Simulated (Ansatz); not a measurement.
The elements of this relaxed trial crystal are hidden behind letters.

```
lattice vectors (Å)
   0.0000    3.1974    3.1974
   3.1974    0.0000    3.1974
   3.1974    3.1974    0.0000
fractional positions
X 0.5000 0.5000 0.5000
Z 0.0000 0.0000 0.0000
Z 0.2500 0.2500 0.2500
Z 0.7500 0.7500 0.7500
```

The calculation used Ansatz 0.2.0, DFT PBE, scalar-relativistic, plane waves, PAW. Plane waves to 420 eV, a 12×12×12 mesh through Γ for the 4-atom cell and 0.10 eV Gaussian smearing; no spin polarisation.

| Item | Value |
| --- | --- |
| Space group | Fm-3m (No. 225) |
| Conventional cell | a = 6.395 Å |
| Volume per atom | 16.34 Å³ |
| Density | 3.27 g/cm³ |
| Formation energy | +0.04 eV/atom |
| Gap on the 12×12×12 mesh of the 4-atom cell | 0 eV (a metal) |

Energies are uncorrected and count from the elements' standard states at the same level.

**Question.** X is a d-block element of period 4 and Z is a p-block element of period 3. Which elements are they?

**Answer.** X = Ti, Z = Al, so the formula is TiAl3, here in the BiF3 (D0_3) type. Density times volume gives a mean mass of 3.27 × 16.34/1.6605 = 32.2 u per atom, and this set has 32.2 u. Ti has 8 Al at 2.77 Å and 6 Al at 3.20 Å; Al on a site of symmetry m-3m is surrounded by 8 Al at 2.77 Å and 6 Ti at 3.20 Å; around Al on a site of symmetry -43m lie 4 Al at 2.77 Å, 4 Ti at 2.77 Å and 6 Al at 3.20 Å. Other sets within the hints have nearly the same mass, so mass alone doesn't settle it; this one was computed.

Symmetry constrained the relaxation, so the result can be a saddle point. Another cell of TiAl3 relaxed alike, in Pm-3m, lies 0.40 eV/atom lower, so this cell isn't the stable form at this level.
